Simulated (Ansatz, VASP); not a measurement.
# Pd: VASP beside Ansatz

File INCAR:

```
  ALGO = Fast
  DIPOL = 0.5 0.5 0.500
  EDIFF = 1E-6
  ENCUT = 520
  GGA = RP
  IDIPOL = 3
  ISIF = 2
  ISMEAR = 0
  LASPH = True
  LCHARG = True
  LDIPOL = True
  LELF = True
  LREAL = Auto
  LVACPOTAV = True
  LVHAR = True
  LWAVE = False
  NBANDS = 94
  NELM = 100
  PREC = Accurate
  SIGMA = 0.1
```

File KPOINTS:

```
k-points
0
Gamma
  5 5 1
```

The input POSCAR:

```
Pd
1.0
    5.5012907576      0.0000000000      0.0000000000
    2.7506453788      4.7642575497      0.0000000000
    0.0000000000      0.0000000000     25.7376776414
Pd
16
Direct
    0.0000000000      0.0000000000      0.3691086714
    0.5000000000      0.0000000000      0.3691086714
    0.0000000000      0.5000000000      0.3691086714
    0.5000000000      0.5000000000      0.3691086714
    0.1666666667      0.1666666667      0.4563695571
    0.6666666667      0.1666666667      0.4563695571
    0.1666666667      0.6666666667      0.4563695571
    0.6666666667      0.6666666667      0.4563695571
   -0.1666666667      0.3333333333      0.5437121320
    0.3333333333      0.3333333333      0.5437121320
   -0.1666666667      0.8333333333      0.5437121320
    0.3333333333      0.8333333333      0.5437121320
    0.0000000000      0.0000000000      0.6321759474
    0.5000000000      0.0000000000      0.6321759474
    0.0000000000      0.5000000000      0.6321759474
    0.5000000000      0.5000000000      0.6321759474
```

Input for Ansatz:

```yaml
crystal:
  lattice:
    - [5.5012907576, 0.0, 0.0]
    - [2.7506453788, 4.7642575497, 0.0]
    - [0.0, 0.0, 25.7376776414]
  atoms:
    - { symbol: Pd, position: [0.0, 0.0, 0.3691086714] }
    - { symbol: Pd, position: [0.5, 0.0, 0.3691086714] }
    - { symbol: Pd, position: [0.0, 0.5, 0.3691086714] }
    - { symbol: Pd, position: [0.5, 0.5, 0.3691086714] }
    - { symbol: Pd, position: [0.1666666667, 0.1666666667, 0.4563695571] }
    - { symbol: Pd, position: [0.6666666667, 0.1666666667, 0.4563695571] }
    - { symbol: Pd, position: [0.1666666667, 0.6666666667, 0.4563695571] }
    - { symbol: Pd, position: [0.6666666667, 0.6666666667, 0.4563695571] }
    - { symbol: Pd, position: [-0.1666666667, 0.3333333333, 0.543712132] }
    - { symbol: Pd, position: [0.3333333333, 0.3333333333, 0.543712132] }
    - { symbol: Pd, position: [-0.1666666667, 0.8333333333, 0.543712132] }
    - { symbol: Pd, position: [0.3333333333, 0.8333333333, 0.543712132] }
    - { symbol: Pd, position: [0.0, 0.0, 0.6321759474] }
    - { symbol: Pd, position: [0.5, 0.0, 0.6321759474] }
    - { symbol: Pd, position: [0.0, 0.5, 0.6321759474] }
    - { symbol: Pd, position: [0.5, 0.5, 0.6321759474] }
scf:
  occupations: { method: gaussian, width: 0.1 }
output:
  forces: true
hamiltonian:
  xc: rpbe
kpoints:
  mp_grid: { grid: [5, 5, 1] }
efield:
  axis: 3
  dipole_correction: true
```

Alike in both runs: task single point; functional RPBE; k mesh 5 × 5 × 1; occupations gaussian, width 0.1 eV; no spin polarisation.

|  | VASP | Ansatz |
| --- | --- | --- |
| version | VASP 6.6.1 | Ansatz 0.2.0 |
| potentials or method | VASP PAW PBE potentials, release 64 (Pd) | scalar-relativistic, plane waves, PAW |
| plane-wave cutoff (eV) | 520 | 420 |
| valence electrons in the cell | 160 | 288 |

|  | VASP | Ansatz | Ansatz less VASP |
| --- | --- | --- | --- |
| rms of the force components (eV/Å) | 0.188 | 0.194 | +0.0056 |

Atom by atom the forces differ by 0.006 eV/Å (rms over components). The two sets of potentials don't hold the same shells in valence.

Caveats: the PAW data sets were made with another functional, which shifts forces and pressure a little (VASP).
